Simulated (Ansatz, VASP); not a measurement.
## Be in VASP and in Ansatz

```
CELL_PARAMETERS angstrom
2.26270 0.00000 0.00000
-1.13135 1.95955 0.00000
0.00000 0.00000 3.56674
ATOMIC_POSITIONS crystal
Be 0.33333 0.66667 0.25000
Be 0.66667 0.33333 0.75000
```

Alike in both runs: functional PBE; k mesh 21 × 21 × 12; occupations gaussian, width 0.1 eV; no spin polarisation.

Ansatz relaxed the structure, and its values are those at the end. VASP's run is a single point on that final structure, the one shown.

|  | VASP | Ansatz |
| --- | --- | --- |
| version | VASP 6.6.1 | Ansatz 0.2.0 |
| potentials or method | VASP PAW PBE potentials, release 64 (Be) | scalar-relativistic, plane waves, PAW |
| plane-wave cutoff (eV) | 520 | 420 |
| valence electrons in the cell | 4 | 4 |

```tsv
	VASP	Ansatz	Ansatz less VASP
gap on the k mesh at the Fermi level (eV)	none	none	-
pressure (GPa)	0.1	0.0	-0.16
```

A gap of «none» marks a metal or a gap that the smearing closes.
